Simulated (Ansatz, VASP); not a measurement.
## Al4N3 in VASP and in Ansatz

```
Al N
1.0
     3.05358    0.00000    0.00000
    -1.52679    2.64448    0.00000
     0.00000    0.00000    9.58068
Al N
4 3
Direct
  0.00000 0.00000 0.49677
  0.33333 0.66667 0.76226
  0.00000 0.00000 0.97803
  0.33333 0.66667 0.23750
  0.33333 0.66667 0.43311
  0.00000 0.00000 0.69254
  0.00000 0.00000 0.17479
```

Alike in both runs: functional PBE; k mesh 12 × 12 × 4; occupations gaussian, width 0.1 eV; no spin polarisation.

Ansatz relaxed the structure, and its values are those at the end. VASP's run is a single point on that final structure, the one shown.

|  | VASP | Ansatz |
| --- | --- | --- |
| version | VASP 6.6.1 | Ansatz 0.2.0 |
| potentials or method | VASP PAW PBE potentials, release 64 (Al, N) | scalar-relativistic, plane waves, PAW |
| plane-wave cutoff (eV) | 520 | 420 |
| valence electrons in the cell | 27 | 27 |

Ansatz gave:

| Quantity | Value |
| --- | --- |
| gap on the k mesh at the Fermi level (eV) | none |
| pressure (GPa) | 10.4 |
| rms of the force components (eV/Å) | 0.002 |

Problem. What did VASP give for the same quantities?

Solution. gap on the k mesh at the Fermi level (eV): none; pressure (GPa): 10.2; rms of the force components (eV/Å): 0.004.

A gap of «none» marks a metal or a gap that the smearing closes.
